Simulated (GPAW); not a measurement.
# HfO2 (Pca2_1) in GPAW: notebook

The runs below take HfO2 through Wannier functions, density of states, with vdW-DF2, AM05.

Program: GPAW 26.7.0. These are calculated values, not measurements. Logs are shortened: lines on timing, memory, paths and dates and some standing lists are left out, and cuts for length are marked. The log counts tension as positive stress, the text compression.

## 1. The structure

Symmetry: Pca2_1, No. 29, orthorhombic system. The conventional cell has a = 5.219 Å, b = 5.005 Å, c = 5.033 Å, α = 90.00°, β = 90.00°, γ = 90.00°. Hf (site symmetry 1) has 7 O at 2.02 to 2.23 Å as nearest neighbours. Around O (site symmetry 1) lie 3 Hf at 2.02 to 2.13 Å. O (site symmetry 1) is surrounded by 4 Hf at 2.11 to 2.23 Å.

Measurements of this composition are mostly on another form, of space group No. 14.

## 2. Wannier functions, vdW-DF2

Input file run.py:

```python
import json
import numpy as np
from ase.dft.bandgap import bandgap
from ase.dft.wannier import Wannier
from ase.io import read, write
from gpaw import GPAW, PW

atoms = read('HfO2.cif')

calc = GPAW(mode=PW(520),
            xc={'name': 'vdW-DF2', 'backend': 'libvdwxc'},
            kpts={'size': (2, 2, 2), 'gamma': True},
            occupations={'name': 'fermi-dirac', 'width': 0.05},
            nbands=82,
            convergence={'density': 1e-05, 'energy': 1e-05},
            maxiter=80,
            txt='gpaw.txt')
atoms.calc = calc
energy = atoms.get_potential_energy()
forces = atoms.get_forces()
calc.write('gs.gpw')
write('result.traj', atoms)
print(f'Energy: {energy:.6f} eV')
print('Forces (eV/A):')
print(forces.round(4))
print('Fermi level:', round(calc.get_fermi_level(), 4), 'eV')
print(f'Gap: {bandgap(calc)[0]:.4f} eV, direct: {bandgap(calc, direct=True)[0]:.4f} eV')

nocc = int(round(calc.get_number_of_electrons() / 2))
full = calc.fixed_density(kpts={'size': (2, 2, 2), 'gamma': True}, symmetry='off', nbands=nocc + 6,
                          convergence={'bands': nocc}, txt='full.txt')
wan, values = None, []
for seed in range(6):  # several starts, since the search can end in a local maximum
    trial = Wannier(nwannier=nocc, calc=full, nbands=nocc, functional='std',
                    initialwannier='scdm' if seed == 0 else 'random', rng=np.random.RandomState(seed))
    trial.localize(tolerance=1e-6)
    values.append(trial.get_functional_value())
    print(f'start {seed}: functional {values[-1]:.5f}', flush=True)
    if values[-1] == max(values):
        wan = trial
wan.localize(step=0.1, tolerance=1e-8)
wan.translate_all_to_cell((0, 0, 0))
centres, spreads = wan.get_centers(), wan.get_spreads()
for x, s in zip(centres, spreads):
    d = np.linalg.norm(atoms.repeat(3).positions - atoms.cell.sum(0) - x, axis=1)
    print(x.round(4), f'spread {s:.4f} A^2, nearest {atoms[d.argmin() % len(atoms)].symbol} at {d.min():.3f} A')
onsite = wan.get_hopping((0, 0, 0)).diagonal().real
print('On-site energies:', onsite.round(4))
json.dump({'centres': centres.tolist(), 'spreads': spreads.tolist(), 'onsite': onsite.tolist(), 'values': values},
          open('wannier.json', 'w'))
```

Input file HfO2.cif:

```cif
data_HfO2
_cell_length_a 5.21946336
_cell_length_b 5.00476369
_cell_length_c 5.03268505
_cell_angle_alpha 90.00000000
_cell_angle_beta 90.00000000
_cell_angle_gamma 90.00000000
_space_group_name_H-M_alt 'Pca2_1'
_space_group_name_Hall 'P 2c -2ac'
_space_group_IT_number 29
loop_
_space_group_symop_operation_xyz
'x,y,z'
'-x,-y,z+1/2'
'-x+1/2,y,z+1/2'
'x+1/2,-y,z'
loop_
_atom_site_label
_atom_site_type_symbol
_atom_site_symmetry_multiplicity
_atom_site_Wyckoff_symbol
_atom_site_fract_x
_atom_site_fract_y
_atom_site_fract_z
_atom_site_occupancy
Hf1 Hf 4 a 0.9669940000 0.7325208200 0.7414403500 1
O1 O 4 a 0.6321274500 0.9286454000 0.8792672600 1
O2 O 4 a 0.2339485200 0.5398830500 0.4922923900 1
```

Potentials or basis: GPAW PAW data sets (gpaw-data 1.2.1), pw.

The run is started by

```bash
$ OMP_NUM_THREADS=1 python run.py
```

gpaw.txt:

```text
__  _  _
 | _ |_)|_||  |
 |__||  | ||/\| - 26.7.0

Input parameters:
  mode=PW(ecut=520.0),
  convergence={'density': 1e-05, 'energy': 1e-05},
  kpts=MonkhorstPack(size=(2, 2, 2), gamma=True),
  maxiter=80,
  nbands=82,
  occupations=Occupations(name='fermi-dirac', width=0.05),
  xc=XC(name='vdW-DF2', backend='libvdwxc')

Diagonalizing LCAO Hamiltonian
Converting LCAO to pw mode
    .------------.
   /| O     O    |
  / |       O   Hf
 *  |            |
 | O| O Hf     O |
 |  |     HfO    |
 |  .------------.
 |Hf  O         /
 |/            /
 *------------*

Atoms  # Å, Bohr magnetons
|    | symbol |        x |        y |        z |    initial magnetic moments |
|----|--------|----------|----------|----------|-----------------------------|
|  0 |     Hf | 5.047190 | 3.666094 | 3.731436 | ( 0.0000,  0.0000,  0.0000) |
|  1 |     Hf | 0.172274 | 1.338670 | 1.215093 | ( 0.0000,  0.0000,  0.0000) |
|  2 |     Hf | 2.782005 | 3.666094 | 1.215093 | ( 0.0000,  0.0000,  0.0000) |
|  3 |     Hf | 2.437458 | 1.338670 | 3.731436 | ( 0.0000,  0.0000,  0.0000) |
|  4 |      O | 3.299366 | 4.647651 | 4.425075 | ( 0.0000,  0.0000,  0.0000) |
|  5 |      O | 1.920097 | 0.357113 | 1.908733 | ( 0.0000,  0.0000,  0.0000) |
|  6 |      O | 4.529829 | 4.647651 | 1.908733 | ( 0.0000,  0.0000,  0.0000) |
|  7 |      O | 0.689634 | 0.357113 | 4.425075 | ( 0.0000,  0.0000,  0.0000) |
|  8 |      O | 1.221086 | 2.701987 | 2.477553 | ( 0.0000,  0.0000,  0.0000) |
|  9 |      O | 3.998378 | 2.302777 | 4.993895 | ( 0.0000,  0.0000,  0.0000) |
| 10 |      O | 1.388646 | 2.701987 | 4.993895 | ( 0.0000,  0.0000,  0.0000) |
| 11 |      O | 3.830817 | 2.302777 | 2.477553 | ( 0.0000,  0.0000,  0.0000) |

Unit cell  # Å
| periodic |        x |        y |        z |  lengths |    angles |
|----------|----------|----------|----------|----------|-----------|
|      yes | 5.219463 | 0.000000 | 0.000000 | 5.219463 | 90.000000 |
|      yes | 0.000000 | 5.004764 | 0.000000 | 5.004764 | 90.000000 |
|      yes | 0.000000 | 0.000000 | 5.032685 | 5.032685 | 90.000000 |

Number of symmetries: 1
Symmetry operations  # r_c * U_cc + t_c -> r_c
|   | kind |            matrix            |
|---|------|------------------------------|
| 0 |  E   |  1, 0, 0,  0, 1, 0,  0, 0, 1 |

BZ-sampling:
  Number of BZ points: 8
  Number of IBZ points: 8

  Monkhorst-Pack size: [2, 2, 2]
  Monkhorst-Pack shift: [0.25, 0.25, 0.25]

K-points  # in reciprocal-cell coordinates
|   |                                coordinates |     weight |
|---|--------------------------------------------|------------|
| 0 | (  0.00000000,   0.00000000,   0.00000000) | 0.12500000 |
| 1 | (  0.00000000,   0.00000000,   0.50000000) | 0.12500000 |
| 2 | (  0.00000000,   0.50000000,   0.00000000) | 0.12500000 |
| 3 | (  0.00000000,   0.50000000,   0.50000000) | 0.12500000 |
| 4 | (  0.50000000,   0.00000000,   0.00000000) | 0.12500000 |
| 5 | (  0.50000000,   0.00000000,   0.50000000) | 0.12500000 |
| 6 | (  0.50000000,   0.50000000,   0.00000000) | 0.12500000 |
| 7 | (  0.50000000,   0.50000000,   0.50000000) | 0.12500000 |

Plane wave coefficients: 3555
Cutoff: 520.0 eV

Spin-components: 1 (collinear spins)
Bands:           82
Projectors:      64
Spin-degeneracy: 2
Datatype:        complex128

Density:
  Valence electrons: 96.0
  Components: 1
  Grid points: [28 27 27]
  Charge: 0.0  # |e|

Potential:
  Grid points: [28 27 27]

species:
  Hf:
    name:    Hafnium
    Z:       72.0
    valence: 12
    core:    60
    charge:  0.0  # [|e|]
    compensation charges:
      type: gauss
      rc: 0.41  # [Å]
      lmax: 2
    cutoffs:
      filter: 2.36  # [Å]
      core: 4.02  # [Å]
    projectors
    | kind |    occ | energy [eV] | rcut [Å] |
    |------|--------|-------------|----------|
    |   5s |  2.000 |     -66.831 |    1.397 |
    |   6s |  2.000 |      -5.097 |    1.397 |
    |   5p |  6.000 |     -35.599 |    1.307 |
    |   6p |  0.000 |      -1.401 |    1.307 |
    |   5d |  2.000 |      -2.699 |    1.334 |
    |    d |        |      24.513 |    1.334 |

    Using partial waves for Hf as LCAO basis

  O:
    name:    Oxygen
    Z:       8.0
    valence: 6
    core:    2
    charge:  0.0  # [|e|]
    compensation charges:
      type: gauss
      rc: 0.21  # [Å]
      lmax: 2
    cutoffs:
      filter: 1.17  # [Å]
      core: 0.83  # [Å]
    projectors
    | kind |    occ | energy [eV] | rcut [Å] |
    |------|--------|-------------|----------|
    |   2s |  2.000 |     -23.961 |    0.688 |
    |   2p |  4.000 |      -9.029 |    0.598 |
    |    s |        |       3.251 |    0.688 |
    |    p |        |      18.182 |    0.598 |
    |    d |        |       0.000 |    0.619 |

    Using partial waves for O as LCAO basis

Reference energy: -1655871.279511  # eV

eigensolver:
  PPCG
  Converge bands: occupied
  niter=2

density mixing:
  MSR1-Mixer
  Pratt-step length: 0.05
  Maximum mixing coefficient: 0.75
  Old densities: 10
  SVD Regularization: 0.005
  Good broyden scale: 1.0
  Trust region scale: 1.0
  Backstep threshold: 4.0
  History deletion threshold: 6.0
  Fourier metric: weight=20.0, sigma=0.015

occupation numbers:
  Fermi-Dirac:
    width: 0.0500  # eV

poisson solver:
  ecut: 4160.0  # eV

xc functional:
  name: vdW-DF2 with libvdwxc
  Mode: serial
  Semilocal: GGA_X_RPW86+LDA_C_PW with 2 nearest neighbor stencil
  Local blocksize: 56 x 54 x 54
  PAW datasets: PBE

convergence criteria:
- Maximum integral of absolute [dens]ity change: 1e-05 electrons / valence electron
- Maximum [total energy] change in last 3 cyles: 1e-05 eV / valence electron
- Maximum integral of absolute [eigenst]ate change: 4e-08 eV^2 / valence electron
maximum number of iterations: 80

SCF iterations
|iter     | |      energy | eigst |  dens |
|---------|-|-------------|-------|-------|
|iter:   1| | -848.896889 | +0.21 |       |
|iter:   2| | -843.068393 | -1.54 | -0.76 |
|iter:   3| | -827.923360 | -0.53 | -0.82 |
|iter:   4| | -827.928153 | -2.05 | -1.47 |
|iter:   5| | -827.959798 | -2.39 | -1.71 |
|iter:   6| | -827.946882 | -3.38 | -2.40 |
|iter:   7| | -827.946526 | -4.54 | -2.79 |
|iter:   8| | -827.946782c| -5.27 | -3.20 |
|iter:   9| | -827.946792c| -6.42 | -3.82 |
|iter:  10| | -827.946793c| -7.43c| -4.55 |
|iter:  11| | -827.946793c| -8.08c| -5.19c|

Converged in 11 steps
Energy contributions relative to reference atoms: (reference = -1655871.279511)

Energy contributions:
  Kinetic:         152.910695
  Coulomb:        -153.018528
  Zero:             -1.198580
  External:          0.000000
  Xc:             -826.640380
  Entropy:          -0.000000
  Spinorbit:         0.000000
  ----------------------------
  Free energy:    -827.946793
  Extrapolated:   -827.946793

dipole moment: (-0.000067, -0.000079, 28.175680)  # |e|*Ang

Fermi level: 8.907
Eigenvalues  # (at kpt = [0.000, 0.000, 0.000])
| band index |      eig [eV] | occ [0-2] |
|------------|---------------|-----------|
|          0 |       -52.667 |     2.000 |
|        ... |               |           |
|         40 |         6.265 |     2.000 |
|         41 |         6.500 |     2.000 |
|         42 |         6.621 |     2.000 |
|         43 |         6.773 |     2.000 |
|         44 |         7.032 |     2.000 |
|         45 |         7.528 |     2.000 |
[... 8 lines left out ...]
|         54 |        13.820 |     0.000 |
|         55 |        14.158 |     0.000 |
|        ... |               |           |
|         81 |        25.402 |     0.000 |

Gap: 4.620 eV
Transition (v -> c):
  (s=0, k=0, n=47, [0.00, 0.00, 0.00]) -> (s=0, k=2, n=48, [0.00, 0.50, 0.00])
Direct/indirect transitions are different
Direct gap: 4.727 eV
Transition at: (s=0, k=2, n=47, [0.00, 0.50, 0.00])

Forces  # eV/Ang
|        x |        y |        z |
|----------|----------|----------|
|  0.20062 |  0.03806 |  0.07976 |  # Hf   0
| -0.20063 | -0.04019 |  0.07885 |  # Hf   1
| -0.20063 |  0.04019 |  0.07885 |  # Hf   2
|  0.20062 | -0.03806 |  0.07976 |  # Hf   3
| -0.07875 | -0.05297 | -0.02405 |  # O    4
|  0.07900 |  0.05332 | -0.07471 |  # O    5
|  0.07900 | -0.05332 | -0.07471 |  # O    6
| -0.07875 |  0.05297 | -0.02405 |  # O    7
|  0.05387 |  0.18556 | -0.04471 |  # O    8
| -0.05411 | -0.18477 | -0.02201 |  # O    9
| -0.05411 |  0.18477 | -0.02201 |  # O   10
|  0.05387 | -0.18556 | -0.04471 |  # O   11

# Writing to gs.gpw (mode='')
```

Run time: 2.9 min. Hardware: 1 thread of Arm Neoverse V1, shared host; peak memory 0.47 GiB.

The run converged, but some of its settings lie outside the range that counts as converged, so its numbers aren't taken as properties of the crystal.

Results:

* Free energy: -827.9468 eV
* Largest force: 0.219 eV/Å
* Band gap on the k mesh: 4.62 eV, indirect (least direct gap 4.73 eV)
* Total Wannier spread: 27.63 Å² over 48 functions

Caveat: the k mesh is coarse (spacing up to 0.63 Å⁻¹), so the values aren't converged; the PAW data sets were made with another functional, which shifts forces and pressure a little; spin-orbit coupling is left out, which moves the levels of the heavy elements.

## 3. Density of states, AM05

Input file run.py:

```python
import numpy as np
from ase.dft.bandgap import bandgap
from ase.io import read, write
from ase.units import GPa
from gpaw import GPAW, PW, setup_paths

setup_paths.insert(0, '.')

atoms = read('HfO2.xyz')

calc = GPAW(mode=PW(800),
            xc='AM05',
            kpts={'size': (3, 4, 3), 'gamma': True},
            occupations={'name': 'fermi-dirac', 'width': 0.05},
            nbands=82,
            convergence={'density': 1e-05, 'energy': 1e-05},
            maxiter=150,
            txt='gpaw.txt')
atoms.calc = calc
energy = atoms.get_potential_energy()
forces = atoms.get_forces()
stress = atoms.get_stress()
calc.write('gs.gpw')
write('result.traj', atoms)
print(f'Energy: {energy:.6f} eV')
print('Forces (eV/A):')
print(forces.round(4))
print('Stress (GPa):', (stress / GPa).round(3))
print('Fermi level:', round(calc.get_fermi_level(), 4), 'eV')
print(f'Gap: {bandgap(calc)[0]:.4f} eV, direct: {bandgap(calc, direct=True)[0]:.4f} eV')

dense = calc.fixed_density(kpts={'size': (4, 6, 4), 'gamma': True}, update_fermi_level=True,
                           nbands=115, convergence={'bands': 'CBM+6.0', 'eigenstates': 1e-6}, txt='dos.txt')
ef = dense.get_fermi_level()
dos = dense.dos(shift_fermi_level=False)
energies = np.linspace(ef - 14, ef + 6, 401)
spins = [None]
columns = [energies] + [dos.raw_dos(energies, spin=s, width=0.1) for s in spins]
for symbol, l in [('Hf', 0), ('Hf', 1), ('Hf', 2), ('O', 0), ('O', 1)]:
    for s in spins:
        columns.append(sum(dos.raw_pdos(energies, a=a.index, l=l, spin=s, width=0.1)
                           for a in atoms if a.symbol == symbol))
np.savetxt('dos.dat', np.array(columns).T, fmt='%.4f')
print('Fermi level on the dense mesh:', round(ef, 4), 'eV')
```

Input file HfO2.xyz:

```xyz
12
Lattice="5.2194633600 0.0000000000 0.0000000000 0.0000000000 5.0047636900 0.0000000000 0.0000000000 0.0000000000 5.0326850500" Properties=species:S:1:pos:R:3 pbc="T T T"
Hf     5.0471897523      3.6660936021      3.7314357649
Hf     2.7820052877      3.6660936021      1.2150932399
Hf     2.4374580723      1.3386700879      3.7314357649
Hf     0.1722736077      1.3386700879      1.2150932399
O      3.2993660641      4.6476507788      4.4250751944
O      4.5298289759      4.6476507788      1.9087326694
O      1.2210857283      2.7019870855      2.4775525514
O      1.3886459517      2.7019870855      4.9938950764
O      3.9983776317      2.3027766045      4.9938950764
O      3.8308174083      2.3027766045      2.4775525514
O      0.6896343841      0.3571129112      4.4250751944
O      1.9200972959      0.3571129112      1.9087326694
```

Potentials or basis: PAW data sets generated in the run's folder for this functional, pw.

The run is started by

```bash
$ gpaw-setup -f AM05 Hf O
$ OMP_NUM_THREADS=1 python run.py
```

Run time: 13 min. Hardware: 1 thread of Arm Neoverse V1, shared host; peak memory 1.3 GiB.

The run converged. Its results:

```yaml
Free_energy: -115.6127 eV
Pressure: 2.7 GPa
Largest_force: 0.154 eV/Å
Band_gap_on_the_k_mesh: 4.35 eV, indirect (least direct gap 4.55 eV)
```

Forces on the atoms (eV/Å):
```
Hf  -0.044 -0.138  0.051
Hf   0.044 -0.138  0.051
Hf  -0.044  0.138  0.051
Hf   0.044  0.138  0.051
O    0.020 -0.096  0.036
O   -0.021 -0.096  0.036
O    0.058  0.005 -0.086
O   -0.058  0.005 -0.086
O   -0.058 -0.005 -0.086
O    0.058 -0.005 -0.086
O    0.021  0.096  0.036
O   -0.020  0.096  0.036
```

Stress tensor (GPa, compression positive):
```
2.64 0.00 0.00
0.00 3.17 0.00
0.00 0.00 2.39
```

Levels at points of the mesh, in eV from the valence-band top:
| k point | band 46 | band 47 | band 48 | band 49 | band 50 | band 51 |
| --- | --- | --- | --- | --- | --- | --- |
| (0.00, 0.00, 0.00) | -0.19 | -0.08 | 0.00 | 4.88 | 5.12 | 5.24 |
| (0.00, 0.50, 0.00) | -0.40 | -0.19 | -0.12 | 4.43 | 4.83 | 4.90 |

States per cell in windows of 1 eV (zero at the valence-band top; states under -8 eV left out):
```tsv
from (eV)	total
-8.0	0.00
-7.0	0.00
-6.0	2.53
-5.0	9.23
-4.0	8.52
-3.0	8.49
-2.0	10.74
-1.0	8.46
0.0	0.03
1.0	0.00
2.0	0.00
3.0	0.00
4.0	4.02
5.0	7.70
6.0	6.95
```

Caveat: the k mesh is coarse; spin-orbit coupling is left out, which moves the levels of the heavy elements; an odd mesh through Γ misses points on the zone boundary, where band edges often lie.
